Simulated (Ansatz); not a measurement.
`CC(F)([SiH3])Cl` + `OCCO` → `OCCO[SiH3]` + `CC(F)Cl`  (ligand exchange at the Si–C bond)

Isolated molecules relaxed with PBE0-D4/def2-TZVP in Ansatz; ΔE leaves out vibrations. CCSD(T)/CBS adds triple-zeta CCSD(T) − MP2 to the extrapolated MP2 energy (def2 sets, frozen cores). This one scheme is used for every species. DFT in def2-TZVPP. One conformer a species, not always the lowest.

`CC(F)([SiH3])Cl`:

Z-matrix (Å, degrees):
```
C
C 1 1.504
H 1 1.093 2 109.3
H 1 1.092 2 110.0 3 119.7
H 1 1.090 2 110.5 3 -120.0
F 2 1.378 1 108.6 3 -61.4
Si 2 1.913 1 116.0 3 61.3
Cl 2 1.799 1 109.5 3 -178.2
H 7 1.483 2 108.1 1 59.3
H 7 1.480 2 108.7 1 -179.8
H 7 1.486 2 108.2 1 -59.6
```

`OCCO`:

Z-matrix (Å, degrees):
```
C
C 1 1.511
O 1 1.405 2 111.3
H 1 1.094 2 110.1 3 119.3
H 1 1.103 2 109.4 3 -123.0
O 2 1.418 1 110.8 3 56.7
H 2 1.092 1 109.7 3 -59.7
H 2 1.098 1 110.6 3 -179.0
H 3 0.964 1 106.3 2 -41.9
H 6 0.961 2 108.4 1 72.1
```

`OCCO[SiH3]`:

Z-matrix (Å, degrees):
```
C
C 1 1.508
O 1 1.405 2 111.7
H 1 1.093 2 109.5 3 -118.7
H 1 1.099 2 109.0 3 123.3
O 2 1.417 1 107.8 3 -60.1
H 2 1.098 1 110.0 3 179.2
H 2 1.098 1 109.7 3 59.7
H 3 0.963 1 106.6 2 52.8
Si 6 1.646 2 122.4 1 178.4
H 10 1.489 6 110.7 2 -59.2
H 10 1.480 6 106.3 2 -179.2
H 10 1.489 6 110.6 2 60.9
```

`CC(F)Cl`:

```xyz
8

C    -0.472    0.158   -0.636
C     0.323   -0.235    0.573
F    -0.220    0.322    1.692
Cl    2.015    0.311    0.436
H    -0.050   -0.301   -1.529
H    -1.503   -0.183   -0.512
H    -0.464    1.242   -0.752
H     0.371   -1.314    0.728
```

```
          species  ωB97X-V energy (Eh)
`CC(F)([SiH3])Cl`           -929.28016
           `OCCO`           -230.28103
     `OCCO[SiH3]`           -520.97326
        `CC(F)Cl`           -638.63043
```

Problem. Work out ΔE.

Solution. ΔE = (-520.97326) + (-638.63043) − (-929.28016) − (-230.28103) = -0.04250 Eh = -111.6 kJ/mol. CCSD(T)/CBS gives -111.4 kJ/mol.

Largest T1 diagnostic among the species: 0.011.

In def2-TZVPP, CCSD(T) changes the Hartree–Fock value by +26.6 kJ/mol (the triples alone add +4.3 kJ/mol) and MP2 by +24.1 kJ/mol. From PBE to PBE0 (25 % exact exchange), in def2-TZVPP and without D4, ΔE moves by −7.5 kJ/mol.
